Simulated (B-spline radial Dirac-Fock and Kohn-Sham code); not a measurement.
**The F-like isoelectronic sequence (9 electrons), Z = 50 to 60**

Model: multi-electron Dirac-Fock with separately optimised hole states, Breit and Lamb-shift corrections added in first order. Program: a B-spline atomic structure program. Binding energies in eV, tabulated ground configurations ([He] 2s2 2p5 throughout). Correlation and solid-state effects are left out.

```
  ion       1s       2s  outermost level  NIST ionisation energy
Sn⁴¹⁺  32142.0   7116.8      6711.1 (2p)               6631 ± 10
Sb⁴²⁺  33545.3   7451.8      7024.8 (2p)                6929 ± 4
Te⁴³⁺  34982.0   7795.4      7346.1 (2p)                7243 ± 4
 I⁴⁴⁺  36452.2   8147.7      7675.0 (2p)                7563 ± 4
Xe⁴⁵⁺  37956.4   8508.9      8011.5 (2p)                7889 ± 4
Cs⁴⁶⁺  39494.9   8879.0      8355.7 (2p)                8224 ± 4
Ba⁴⁷⁺  41068.0   9258.2      8707.5 (2p)                8565 ± 4
La⁴⁸⁺  42676.0   9646.6      9067.1 (2p)                8914 ± 4
Ce⁴⁹⁺        ?        ?                ?                       ?
Pr⁵⁰⁺  45998.3  10451.2      9809.7 (2p)                9632 ± 4
Nd⁵¹⁺  47713.3  10867.7     10192.8 (2p)               10002 ± 4
```

Problem. Fill in the row of Ce⁴⁹⁺.

Solution. 1s 44319.3, 2s 10044.2, outermost 9434.5 (2p), NIST 9269 ± 4 eV.

NIST's values are for the lowest levels; a dash marks a value that is missing or belongs to another shell. Their kind here: semi-empirical, theoretical. Where a p, d or f shell is open in either ion the computed value averages over both j values and all terms, while the table refers to the lowest levels; that difference holds spin-orbit splitting (largest in heavy or highly charged ions), term energies where several electrons share open shells, and correlation, and it can reach 10 % or more.
